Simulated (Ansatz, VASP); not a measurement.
## One calculation of ZnO (zincite), two programs

```
Zn O
1.0
     3.29872    0.00000    0.00000
    -1.64936    2.85678    0.00000
     0.00000    0.00000    5.31346
Zn O
2 2
Direct
  0.33333 0.66667 0.49967
  0.66667 0.33333 0.99967
  0.66667 0.33333 0.37934
  0.33333 0.66667 0.87934
```

Alike in both runs: functional r2SCAN; k mesh 12 × 12 × 6; occupations fermi-dirac, width 0.02 eV; no spin polarisation.

Ansatz relaxed the structure, and its values are those at the end. VASP's run is a single point on that final structure, the one shown.

|  | VASP | Ansatz |
| --- | --- | --- |
| version | VASP 6.6.1 | Ansatz 0.2.0 |
| potentials or method | VASP PAW PBE potentials, release 64 (Zn, O) | PAW plane waves |
| plane-wave cutoff (eV) | 520 | 500 |
| valence electrons in the cell | 36 | 36 |

```tsv
	VASP	Ansatz	Ansatz less VASP
gap on the k mesh at the Fermi level (eV)	1.14	1.15	+0.003
pressure (GPa)	-6.9	-7.7	-0.77
rms of the force components (eV/Å)	0.006	0.001	-0.0051
```

Ansatz warned: «stress_scf_threshold_loose».

Caveats: the PAW data sets were made with another functional, which shifts forces and pressure a little (VASP). r2SCAN opens gaps a little over a GGA but as a rule still falls short of measured ones.
